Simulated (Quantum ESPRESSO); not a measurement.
A run of Quantum ESPRESSO 7.5:

pw.in

```
&CONTROL
  calculation = 'scf'
  prefix = 'pwscf'
  outdir = './tmp'
  pseudo_dir = './pseudo'
  tprnfor = .true.
  tstress = .true.
  disk_io = 'low'
/
&SYSTEM
  ibrav = 0
  A = 2.9916
  nat = 2
  ntyp = 2
  ecutwfc = 70
  nbnd = 16
  occupations = 'smearing'
  smearing = 'mv'
  degauss = 0.01469973
/
&ELECTRONS
  conv_thr = 4d-10
  electron_maxstep = 120
  mixing_beta = 0.5
/
ATOMIC_SPECIES
Ru   101.0700 44_Ru_16_2.3_2.5_pbe_n_v1.0.upf
Al    26.9815 13_Al_3_1.9_1.9_pbe_n_v1.0.upf
CELL_PARAMETERS alat
   1.0000000000    0.0000000000    0.0000000000
   0.0000000000    1.0000000000    0.0000000000
   0.0000000000    0.0000000000    1.0000000000
ATOMIC_POSITIONS alat
Ru     0.5000000000    0.5000000000    0.5000000000
Al     0.0000000000    0.0000000000    0.0000000000
K_POINTS automatic
9 9 9 0 0 0
```

The input scf2.in:

```
&CONTROL
  calculation = 'scf'
  prefix = 'pwscf'
  outdir = './tmp'
  pseudo_dir = './pseudo'
  tprnfor = .true.
  tstress = .true.
  disk_io = 'low'
/
&SYSTEM
  ibrav = 0
  A = 2.9916
  nat = 2
  ntyp = 2
  ecutwfc = 70
  nbnd = 16
  occupations = 'smearing'
  smearing = 'mv'
  degauss = 0.01469973
/
&ELECTRONS
  conv_thr = 1d-13
  electron_maxstep = 120
  mixing_beta = 0.5
  startingpot = 'file'
  startingwfc = 'file'
/
ATOMIC_SPECIES
Ru   101.0700 44_Ru_16_2.3_2.5_pbe_n_v1.0.upf
Al    26.9815 13_Al_3_1.9_1.9_pbe_n_v1.0.upf
CELL_PARAMETERS alat
   1.0000000000    0.0000000000    0.0000000000
   0.0000000000    1.0000000000    0.0000000000
   0.0000000000    0.0000000000    1.0000000000
ATOMIC_POSITIONS alat
Ru     0.5000000000    0.5000000000    0.5000000000
Al     0.0000000000    0.0000000000    0.0000000000
K_POINTS automatic
9 9 9 0 0 0
```

Contents of ph.in:

```
phonons of AlRu
&INPUTPH
  prefix = 'pwscf'
  outdir = './tmp'
  tr2_ph = 1d-18
  fildyn = 'dyn'
  niter_ph = 90
  alpha_mix(1) = 0.4
/
0.0000000000 0.0000000000 0.0000000000
```

dynmat.in

```
&INPUT
  fildyn = 'dyn'
  asr = 'crystal'
  filout = 'dynmat.disp'
  fileig = 'dynmat.eig'
/
```

Potentials or basis: SPMS 1.0 PBE.

Launch:

```console
$ OMP_NUM_THREADS=1 pw.x -in pw.in > pw.out
$ OMP_NUM_THREADS=1 pw.x -in scf2.in > scf2.out
$ OMP_NUM_THREADS=1 ph.x -in ph.in > ph.out
$ OMP_NUM_THREADS=1 dynmat.x -in dynmat.in > dynmat.out
```

Hardware: 1 thread of Arm Neoverse V1, with other jobs on the host.

Estimate the wall time of this run.

Run time: 2.6 min on 1 thread of Arm Neoverse V1, on a shared host, peak memory 0.05 GiB. Counts: scf iterations 12, k pools 1, bands 16, k points 35, g dense 14243.
